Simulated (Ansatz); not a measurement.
**NaF: excitons and shallow donors from band masses and screening**

These are results of Ansatz 0.2.0, DFT PBEsol, scalar-relativistic, plane waves, PAW, not measurements.

Cutoff 420 eV; k points 8×8×8 on the computed 2-atom cell (Γ-centred); Gaussian smearing, width 0.02 eV; no spin polarisation.

Relaxed cell: Fm-3m, a = 4.630 Å, b = 4.630 Å, c = 4.630 Å, α = 90.00°, β = 90.00°, γ = 90.00°, 2 atoms in the primitive cell.

The calculation gives a Kohn–Sham gap of 6.19 eV, an electron mass of 0.558 mₑ and a hole mass of 2.35 mₑ (harmonic means over x, y, z and over the bands degenerate at each edge), and ε∞ = 1.93 (independent particles, mean of the diagonal).

Question: Estimate the binding energy and radius of a Wannier–Mott exciton and of a shallow donor, and say whether the hydrogenic model can hold.

Answer: The reduced mass is μ = mₙmₕ/(mₙ + mₕ) = 0.451 mₑ, with mₙ and mₕ the band masses. With E_b = 13.606 eV × μ/ε² and a = 0.529 Å × ε/μ (μ in mₑ) the exciton has E_b = 1640 meV and a = 2.3 Å. For a donor μ is the electron mass: 2030 meV and 1.8 Å. The radius isn't large against the shortest lattice vector (3.27 Å), so the continuum picture is doubtful and the numbers are only a scale. In a polar crystal the ions screen too, so a state bound more weakly than an optical phonon feels the larger static constant, which lowers the energy and widens the orbit. The other way, the small Kohn–Sham gap and the missing local fields make ε∞ too large and the masses tend to be too light, which underbinds.

Cost: 4 runs of about 0.21 core-minutes in all, on Intel Xeon 6975P-C (Granite Rapids) (shared hosts).